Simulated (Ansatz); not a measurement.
Write the native input for Ansatz 0.2.0 that does the following.

| Property | Result |
| --- | --- |
| Task | band structure |
| Functional | RPBE |
| Potentials or basis | Ansatz PAW |
| Cutoff | 420 eV (not typed: the program's choice for these potentials) |
| k mesh | 6 × 6 × 6 |
| Occupations | fermi-dirac, width 0.05 eV |
| Spin | no spin polarisation |
| Path | [["G", "X", "M", "G", "Z", "P", "N", "Z1", "M"], ["X", "P"]] |
| Points for each segment of the path | 10 |

The system is HfSiO4 (Hafnon).

```
Hf Si O
1.0
    -3.28625    3.28625    2.98160
     3.28625   -3.28625    2.98160
     3.28625    3.28625   -2.98160
Hf Si O
2 2 8
Direct
  0.00000 0.00000 0.00000
  0.75000 0.25000 0.50000
  0.50000 0.50000 0.00000
  0.25000 0.75000 0.50000
  0.68020 0.49570 0.81550
  0.24570 0.93020 0.31550
  0.68020 0.86470 0.18450
  0.61470 0.93020 0.68450
  0.06980 0.38530 0.31550
  0.50430 0.31980 0.18450
  0.06980 0.75430 0.68450
  0.13530 0.31980 0.81550
```

The input as run:

input.yaml

```yaml
crystal:
  lattice:
    - [-3.28625, 3.28625, 2.9816]
    - [3.28625, -3.28625, 2.9816]
    - [3.28625, 3.28625, -2.9816]
  atoms:
    - { symbol: Hf, position: [0.0, 0.0, 0.0] }
    - { symbol: Hf, position: [0.75, 0.25, 0.5] }
    - { symbol: Si, position: [0.5, 0.5, 0.0] }
    - { symbol: Si, position: [0.25, 0.75, 0.5] }
    - { symbol: O, position: [0.6802, 0.4957, 0.8155] }
    - { symbol: O, position: [0.2457, 0.9302, 0.3155] }
    - { symbol: O, position: [0.6802, 0.8647, 0.1845] }
    - { symbol: O, position: [0.6147, 0.9302, 0.6845] }
    - { symbol: O, position: [0.0698, 0.3853, 0.3155] }
    - { symbol: O, position: [0.5043, 0.3198, 0.1845] }
    - { symbol: O, position: [0.0698, 0.7543, 0.6845] }
    - { symbol: O, position: [0.1353, 0.3198, 0.8155] }
hamiltonian:
  xc: rpbe
  pseudopotentials: { kind: paw }
kpoints:
  mp_grid: { grid: [6, 6, 6] }
  band_path:
    path:
      - [[0.0, 0.0, 0.0], [0.0, 0.0, 0.5], [-0.5, 0.5, 0.5], [0.0, 0.0, 0.0], [0.4557963036, 0.4557963036, -0.4557963036], [0.25, 0.25, 0.25], [0.0, 0.5, 0.0], [-0.4557963036, 0.5442036964, 0.4557963036], [-0.5, 0.5, 0.5]]
      - [[0.0, 0.0, 0.5], [0.25, 0.25, 0.25]]
    npoints: 10
scf:
  occupations: { method: fermi_dirac, width: 0.05 }
  n_extra_bands: 30
output:
  forces: true
  stress: true
  eigenvalues: true
  fatbands: false
```

Potentials or basis: Ansatz PAW.

Command:

```sh
$ ansatz run input.yaml --threads 4 --pin off --max-ram 11264MiB --backend cpu --events-out ev --progress --plain --runs-dir out
```

It gave:

- Pressure: 12.3 GPa
- Largest force: 0.368 eV/Å
- Band gap on the k mesh: 5.54 eV, indirect (least direct gap 5.89 eV)
- Band gap along the path: 5.53 eV, indirect (least direct gap 5.90 eV)

Caveat: the pressure holds a Pulay correction of +0.7 GPa for the finite cutoff; spin-orbit coupling is left out, which moves the levels of the heavy elements; the PAW data sets come from PBE, with cores solved anew for the run's functional, which leaves a small shift of forces and pressure.

It took 8.4 s on 4 threads of Intel(R) Xeon(R) 6975P-C (Granite Rapids), with other jobs on the host, peak memory 0.86 GiB.
